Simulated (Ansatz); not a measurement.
# In2O3 (R-3c) in Ansatz: settings compared

Aim: see how the results for In2O3 move with the level of theory and the settings. Levels: PBE+D3(BJ), RPBE+D3(BJ), PBE. Tasks: relaxation of cell and atoms, single point.

Program: Ansatz 0.2.0. These are calculated values, not measurements. Logs are shortened: lines on timing, memory, paths and dates and some standing lists are left out, and cuts for length are marked.

**What was measured.**

From “Fabrication and performance enhancement of an In2O3/BiVO4 heterojunction for N-butanol gas sensing applications”, 2024, pmc:11650617, for a powder of In2O3: band gap 3.08 eV (optical).

The runs below are set against these values where they give the same quantity.

### 1 The crystal as given

The structure is trigonal, space group R-3c (No. 167). Conventional cell: a = 5.487 Å, b = 5.487 Å, c = 14.510 Å, α = 90.00°, β = 90.00°, γ = 120.00°. In (site symmetry 3) has 6 O at 2.12 to 2.26 Å as nearest neighbours. O (site symmetry 2) is surrounded by 4 In at 2.12 to 2.26 Å.

### 2 Relaxation of cell and atoms, PBE+D3(BJ)

The input, input.yaml:

```yaml
crystal:
  lattice:
    - [2.7435, 1.5839604635, 4.8366666667]
    - [-2.7435, 1.5839604635, 4.8366666667]
    - [0.0, -3.167920927, 4.8366666667]
  atoms:
    - { symbol: In, position: [0.85731, 0.85731, 0.85731] }
    - { symbol: In, position: [0.64269, 0.64269, 0.64269] }
    - { symbol: In, position: [0.14269, 0.14269, 0.14269] }
    - { symbol: In, position: [0.35731, 0.35731, 0.35731] }
    - { symbol: O, position: [0.048, 0.75, 0.452] }
    - { symbol: O, position: [0.75, 0.452, 0.048] }
    - { symbol: O, position: [0.452, 0.048, 0.75] }
    - { symbol: O, position: [0.952, 0.25, 0.548] }
    - { symbol: O, position: [0.25, 0.548, 0.952] }
    - { symbol: O, position: [0.548, 0.952, 0.25] }
hamiltonian:
  xc: pbe
  pseudopotentials: { kind: paw }
  dispersion: d3bj
kpoints:
  mp_grid: { grid: [6, 6, 6] }
scf:
  occupations: { method: fermi_dirac, width: 0.05 }
output:
  forces: true
  stress: true
  eigenvalues: true
relax:
  f_tol: 0.01
  max_steps: 40
  cell: { stress_tol: 0.05 }
```

Potentials or basis: Ansatz PAW.

The run is started by

```console
ansatz run input.yaml --threads 4 --pin off --max-ram 11264MiB --backend cpu --events-out ev --progress --plain --runs-dir out
```

Log:

```text
Warning: RAYON_NUM_THREADS=4 ignored (pool sized by the plan → 4); use --threads N
Engine: ansatz 0.2.0, aarch64-unknown-linux-gnu
Pseudopotentials: kind: paw
Pseudopotential: In, paw, valence charge 13, recommended cutoff 420 eV (normal), In.paw.azcp
Pseudopotential: O, paw, valence charge 6, recommended cutoff 420 eV (normal), O.paw.azcp
Functional definition: PBE
  parameter kappa = 0.804
  parameter beta = 0.06672455060314922
  exchange = pbe_x(kappa = kappa, mu = beta*pi^2/3)
  correlation = pbe_c(beta = beta)
Crystal: 10 atoms, lattice volume = 126.109 Å³
Basis set: ecut = 420 eV, 2453 PW (Γ), exchange–correlation on 80×80×80 points (8 copies of the dense FFT grid, shifted against one another)
Bands: 54, of which v1, the nominal top of the filled ones, is band 44 counted from 1 (43 counted from 0)
Symmetry: 12 space group operations
Space group: R-3c (ITA 167), of the structure as read, at distance tolerance 5.0e-5 Å
k-points: 32 of 216
Non-local potential: In, projectors of the file, l = 0: 2, l = 1: 2, l = 2: 2, l = 3: 2
Non-local potential: O, projectors of the file, l = 0: 2, l = 1: 2, l = 2: 1
PAW form: soft (Blöchl's): semilocal exchange-correlation on the pseudo side does not see the compensation charge
PAW one-centre angular grid: In, 590 points (default); XC on 64 Gauss nodes
PAW one-centre angular grid: O, 110 points (default); XC on 64 Gauss nodes
Initial density: superposition of atomic densities (neutral atoms: chi_scale 0, normalization atom), corrected by the library's trained network
Initial wavefunctions: pseudopotential atomic-orbital guess
Functional: x = pbe(κ = 0.804, μ = 0.2195149727645171), c = pbe(β = 0.06672455060314922)
SCF iter   1: F=—  HF=-25798.554057 eV  |F-HF|=—  |Δ(HF+E_count)|=         —  Δρ=9.63e-4  dr2=4.12e-4  ethr=1.77e-3  ⟨swp⟩=6.2  Hψ=7050  notcnv=0  defer=17
preconditioner: auto → Resta (q_TF=auto, 2.569 Å⁻¹)  ε∞=4.6  [insulator: Δε(μ)=1.298 eV  Ē_g=16.390 eV  σ=0.050 eV  W_gap=1.00  n_scr=32 (ndim 8)  ℏωp=31.0 eV  f_vac=0.019  D(μ)=0.00/eV (n_scr^D=0)  ε∞_Penn≈4.6]
SCF iter   2: F=—  HF=-25798.554692 eV  |F-HF|=—  |Δ(HF+E_count)|=   6.35e-4  Δρ=5.23e-4  dr2=8.74e-5  ethr=4.69e-7  ⟨swp⟩=2.7  Hψ=3811  notcnv=0  defer=57
SCF iter   3: F=—  HF=-25798.555043 eV  |F-HF|=—  |Δ(HF+E_count)|=   3.51e-4  Δρ=2.15e-4  dr2=2.41e-5  ethr=9.93e-8  ⟨swp⟩=2.0  Hψ=2163  notcnv=0  defer=57
SCF iter   4: F=—  HF=-25798.555105 eV  |F-HF|=—  |Δ(HF+E_count)|=   6.23e-5  Δρ=3.27e-5  dr2=1.54e-6  ethr=2.74e-8  ⟨swp⟩=2.7  Hψ=2995  notcnv=0  defer=57
SCF iter   5: F=—  HF=-25798.555106 eV  |F-HF|=—  |Δ(HF+E_count)|=   1.07e-6  Δρ=9.68e-6  dr2=1.27e-7  ethr=1.75e-9  ⟨swp⟩=3.0  Hψ=3378  notcnv=0  defer=57
SCF iter   6: F=-25798.555106 eV  HF=-25798.555106 eV  |F-HF|=9.40e-9  |Δ(HF+E_count)|=   1.22e-7  Δρ=3.28e-6  dr2=1.26e-8  ethr=1.14e-10  ⟨swp⟩=9.1  Hψ=7518  notcnv=0
SCF 1 converged in 6 iterations: F = -25798.555106 eV  dr2 = 1.26e-8
relax step   1: F+E_penalty+E_count = -25798.55510634 eV  Δ(F+E_penalty+E_count) = +0.000e0 eV  max|allowed force component| = 1.197e-1 eV/Å  Δτ_max = 0.0000 Å  P = +5.503 GPa  Ω = 126.109 Å³  (6 SCF iters, dr2 threshold 1.00e-7 eV, accepted)
Crystal: 10 atoms, lattice volume = 130.156 Å³
Basis set: ecut = 420 eV, 2567 PW (Γ), exchange–correlation on 80×80×80 points (8 copies of the dense FFT grid, shifted against one another)
Initial density: handed on by an earlier stage of this run
Initial wavefunctions: those handed on with the density
iter 1 solved again at ethr=3.61e-5 eV; its pass at ethr=3.10e-3 eV (dr2=3.18e-2 eV) is discarded
SCF iter   1: F=—  HF=-25798.613799 eV  |F-HF|=—  |Δ(HF+E_count)|=         —  Δρ=5.39e-3  dr2=3.18e-2  ethr=3.61e-5  ⟨swp⟩=2.2  Hψ=8852  notcnv=0
preconditioner: auto → Resta (q_TF=auto, 2.556 Å⁻¹)  ε∞=4.6  [insulator: Δε(μ)=1.035 eV  Ē_g=16.101 eV  σ=0.050 eV  W_gap=1.00  n_scr=32 (ndim 8)  ℏωp=30.5 eV  f_vac=0.024  D(μ)=0.00/eV (n_scr^D=0)  ε∞_Penn≈4.6]
SCF iter   2: F=—  HF=-25798.605129 eV  |F-HF|=—  |Δ(HF+E_count)|=   8.67e-3  Δρ=1.52e-3  dr2=2.52e-3  ethr=3.61e-5  ⟨swp⟩=2.7  Hψ=3194  notcnv=0
SCF iter   3: F=—  HF=-25798.604792 eV  |F-HF|=—  |Δ(HF+E_count)|=   3.37e-4  Δρ=6.98e-4  dr2=6.71e-4  ethr=2.86e-6  ⟨swp⟩=2.4  Hψ=2638  notcnv=0
SCF iter   4: F=—  HF=-25798.604879 eV  |F-HF|=—  |Δ(HF+E_count)|=   8.70e-5  Δρ=2.19e-4  dr2=6.64e-5  ethr=7.63e-7  ⟨swp⟩=2.3  Hψ=3240  notcnv=0
SCF iter   5: F=—  HF=-25798.604922 eV  |F-HF|=—  |Δ(HF+E_count)|=   4.31e-5  Δρ=4.06e-5  dr2=2.27e-6  ethr=7.55e-8  ⟨swp⟩=2.8  Hψ=3309  notcnv=0
[... 65 lines left out ...]
basis re-selected at this cell: Δ(F+E_penalty+E_count) = -6.990e-4 eV, ΔP = +0.004 GPa vs the last step (what re-selecting the basis moved, of the pressure what is left beyond the Pulay correction that the steps carried, after the strain that the cell walked since its last selection, with what the two solves' SCF thresholds leave and, on support functions, any second-order correction that the steps lacked; it is no measure of the basis error at this ecutwfc). This SCF's stress stands 9.71e-3 GPa from its target on what of the cell is left free (relax.cell.stress_tol is 5.00e-2 GPa) and its largest allowed force component is 9.66e-4 eV/Å (relax.f_tol is 1.00e-2 eV/Å): within both
SCF converged after 5 iterations
Free energy (F): -25798.626226 eV
Harris-Foulkes:  -25798.626226 eV  (|F-HF|=1.46e-11)
Internal energy: -25798.626224 eV  (E = F + TS)
E sigma→0 (E₀):  -25798.626225 eV
Entropy (-TS):   -0.000002 eV (-0.000 meV/atom)
Fermi energy:    9.179022 eV
--- Per-component energies (eV) ---
  E_band       = 2.618342
  E_kinetic    = 2030.160759
  E_local      = -5961.793042  (includes V_loc(G=0)·N_el)
  E_nonlocal   = 1773.699533
  E_hartree    = 2289.429594
  E_xc         = -1297.080590
  E_vxc        = -954.964404  (∫ρ·V_xc dr)
  E_paw        = -17591.898735  (= ΣΔE_a)
  E_vpaw       = -1463.358394  (= ΣTr[D̂ρ^β])
  E_aug_tail   = 0.014485  (compensation charges beyond the density's cutoff)
  E_ewald      = -7038.969817
  E_disp       = -2.188411  (pairwise vdW)
  E_smearing   = -0.000002  (= −TS)
  E_closure    = -0.000000  (closes the sum)
  Σ components = -25798.626226   (vs F -25798.626226, Δ=0.00e0)
--- Forces (eV/Å), atoms counted from 1 ---
  atom   1  In     0.00000000     0.00000000     0.00074330
  atom   2  In     0.00000000    -0.00000000    -0.00074330
  atom   3  In    -0.00000000    -0.00000000    -0.00074330
  atom   4  In    -0.00000000    -0.00000000     0.00074330
  atom   5  O     -0.00048315    -0.00083684    -0.00000000
  atom   6  O     -0.00048315     0.00083684    -0.00000000
  atom   7  O      0.00096630    -0.00000000    -0.00000000
  atom   8  O      0.00048315     0.00083684     0.00000000
  atom   9  O      0.00048315    -0.00083684     0.00000000
  atom  10  O     -0.00096630     0.00000000     0.00000000
  max |Σ_I F_I| component: 1.04e-17 eV/Å
--- Stress (GPa, compression-positive) ---
        0.009714       0.000000      -0.000000
        0.000000       0.009714       0.000000
       -0.000000       0.000000       0.005949
  P = ⅓ Tr σ = 0.0085 GPa (0.085 kbar)
--- Band table (eV; the first three rows and the last of 32) ---
  k-point 0: bands = ["-8.9095", "-8.0762", "-8.0762", "-7.8746", "-7.8746", "-7.7844", "-3.7957", "-3.7957", "-3.6638", "-3.6521", "-3.6521", "-3.5360", "-3.5116", "-3.5116", "-3.4745", "-3.4745", "-3.4292", "-3.4292", "-3.3215", "-3.3197", "-3.3197", "-3.3145", "-3.0323", "-3.0323", "-2.3703", "-2.3703", "3.0183", "3.3691", "4.6360", "4.6360", "5.3474", "5.6122", "5.9791", "5.9791", "6.1582", "7.7982", "7.7982", "8.0886", "8.1822", "8.1822", "8.2878", "8.2878", "8.4692", "8.4692", "9.6169", "13.9412", "14.5564", "15.5890", "17.5633", "17.6010", "17.6010", "17.9250", "18.2885", "18.2885"]
  k-point 1: bands = ["-8.8371", "-8.0674", "-8.0617", "-7.9379", "-7.8898", "-7.8106", "-3.7796", "-3.7675", "-3.6826", "-3.6600", "-3.6354", "-3.5495", "-3.5021", "-3.5003", "-3.4906", "-3.4760", "-3.4395", "-3.4265", "-3.3427", "-3.3204", "-3.3176", "-3.2393", "-3.0583", "-3.0174", "-2.4766", "-2.4047", "3.1329", "3.3626", "4.3075", "4.9909", "5.1532", "5.8083", "6.0879", "6.3682", "6.5792", "7.0224", "7.6776", "7.7275", "8.0618", "8.0641", "8.2630", "8.3237", "8.3512", "8.4859", "10.5165", "14.2243", "14.4248", "15.3170", "16.5687", "17.1865", "17.9289", "18.0159", "18.7481", "18.8546"]
  k-point 2: bands = ["-8.6407", "-8.1222", "-8.0354", "-8.0189", "-7.9312", "-7.8734", "-3.7591", "-3.7251", "-3.6735", "-3.6533", "-3.6134", "-3.5671", "-3.5366", "-3.5171", "-3.4854", "-3.4790", "-3.4307", "-3.4080", "-3.3781", "-3.3214", "-3.3123", "-3.1643", "-3.0312", "-2.9734", "-2.6880", "-2.5288", "3.3834", "3.5978", "3.8703", "5.0271", "5.5550", "5.9177", "6.0924", "6.5592", "6.9327", "7.0517", "7.3292", "7.3688", "7.8814", "7.9176", "7.9643", "8.0248", "8.4094", "8.5392", "11.9259", "14.2107", "14.3370", "14.6282", "16.2465", "16.8168", "17.7000", "18.3747", "18.5006", "18.7029"]
  k-point 31: bands = ["-8.3800", "-8.3800", "-7.9777", "-7.9777", "-7.9777", "-7.9777", "-3.7072", "-3.7072", "-3.6872", "-3.6872", "-3.6872", "-3.6872", "-3.5336", "-3.5336", "-3.5336", "-3.5336", "-3.3351", "-3.3351", "-3.3351", "-3.3351", "-3.2290", "-3.2290", "-2.7776", "-2.7776", "-2.7776", "-2.7776", "3.6562", "3.6562", "4.9955", "4.9955", "5.7107", "5.7107", "5.7107", "5.7107", "6.6189", "6.6189", "7.4851", "7.4851", "7.4851", "7.4851", "8.3464", "8.3464", "8.3464", "8.3464", "12.7555", "12.7555", "15.4382", "15.4382", "16.6968", "16.6968", "18.1421", "18.1421", "18.1421", "18.1421"]
--- Relaxed structure (6 steps of the walk, 6 accepted, 2 SCFs on fresh bases) ---
  F+E_penalty+E_count = -25798.62622613 eV   max|allowed force component| = 9.663e-4 eV/Å   (the final SCF, on the basis selected at the relaxed cell)
  cell:  # Å, volume = 130.0610 Å³
    - [2.7751871910392882, 1.6022550717981343, 4.874969854569545]
    - [-2.7751871910392882, 1.6022550717981343, 4.874969854569545]
    - [6.969704475877086e-18, -3.2045101435962686, 4.874969854569545]
  atoms:
    - { symbol: In, position: [0.8576340090620583, 0.8576340090620583, 0.8576340090620583] }
    - { symbol: In, position: [0.6423659909379417, 0.6423659909379417, 0.6423659909379417] }
    - { symbol: In, position: [0.14236599093794183, 0.14236599093794183, 0.14236599093794183] }
    - { symbol: In, position: [0.35763400906205817, 0.35763400906205817, 0.35763400906205817] }
    - { symbol: O, position: [0.04638179127909875, 0.75, 0.45361820872090125] }
    - { symbol: O, position: [0.75, 0.4536182087209012, 0.046381791279098694] }
    - { symbol: O, position: [0.4536182087209012, 0.046381791279098805, 0.75] }
    - { symbol: O, position: [0.9536182087209013, 0.2499999999999999, 0.5463817912790989] }
    - { symbol: O, position: [0.2499999999999999, 0.5463817912790989, 0.9536182087209013] }
    - { symbol: O, position: [0.5463817912790989, 0.9536182087209012, 0.25] }
```

It took 28 s on 4 threads of Arm Neoverse V2, shared host; peak memory 0.59 GiB.

Results:

```
Free energy                            : -25798.6262 eV
Relaxed volume                         : 13.01 Å³/atom
Relaxed cell                           : a = 5.834 Å, b = 5.834 Å, c = 5.834 Å, α = 56.81°, β = 56.81°, γ = 56.81°
Space group after relaxing (to 0.05 Å) : R-3c (No. 167)
Energy gained by relaxing              : 7.1 meV/atom
Ionic steps                            : 8
Pressure after relaxing                : 0.0 GPa
Band gap on the k mesh                 : 1.08 eV, indirect (least direct gap 1.15 eV)
```

Step by step:
```tsv
step	energy change (eV)	largest force (eV/Å)	volume (Å³)
1	0.0000	0.1197	126.11
2	-0.0498	0.0650	130.16
3	-0.0515	0.0320	129.90
4	-0.0520	0.0149	129.86
5	-0.0521	0.0066	129.87
6	-0.0711	0.0079	129.87
7	-0.0704	0.0009	130.06
8	-0.0711	0.0010	130.06
```

Final structure:
```
CELL_PARAMETERS angstrom
2.77519 1.60226 4.87497
-2.77519 1.60226 4.87497
0.00000 -3.20451 4.87497
ATOMIC_POSITIONS crystal
In 0.85763 0.85763 0.85763
In 0.64237 0.64237 0.64237
In 0.14237 0.14237 0.14237
In 0.35763 0.35763 0.35763
O 0.04638 0.75000 0.45362
O 0.75000 0.45362 0.04638
O 0.45362 0.04638 0.75000
O 0.95362 0.25000 0.54638
O 0.25000 0.54638 0.95362
O 0.54638 0.95362 0.25000
```

Levels at points of the mesh, in eV from the valence-band top:
| k point | band 41 | band 42 | band 43 | band 44 | band 45 | band 46 | band 47 | band 48 |
| --- | --- | --- | --- | --- | --- | --- | --- | --- |
| (0.00, 0.00, 0.00) | -0.25 | -0.25 | -0.07 | -0.07 | 1.08 | 5.40 | 6.02 | 7.05 |
| (0.00, 0.00, -0.50) | -0.72 | -0.72 | -0.06 | -0.06 | 4.75 | 4.75 | 5.68 | 5.68 |
| (0.00, -0.50, -0.50) | -0.54 | -0.34 | -0.09 | -0.04 | 4.96 | 5.30 | 6.21 | 6.32 |
| (-0.50, -0.50, -0.50) | -0.19 | -0.19 | -0.19 | -0.19 | 4.22 | 4.22 | 6.90 | 6.90 |

Caveat: the plane-wave basis is chosen anew once the cell has moved, so the energies of steps on either side of that aren't comparable; the pressure holds a Pulay correction of +0.7 GPa for the finite cutoff; spin-orbit coupling is left out, which moves the levels of the heavy elements. A k mesh can miss the band edges.

[end of part 1 of 2]
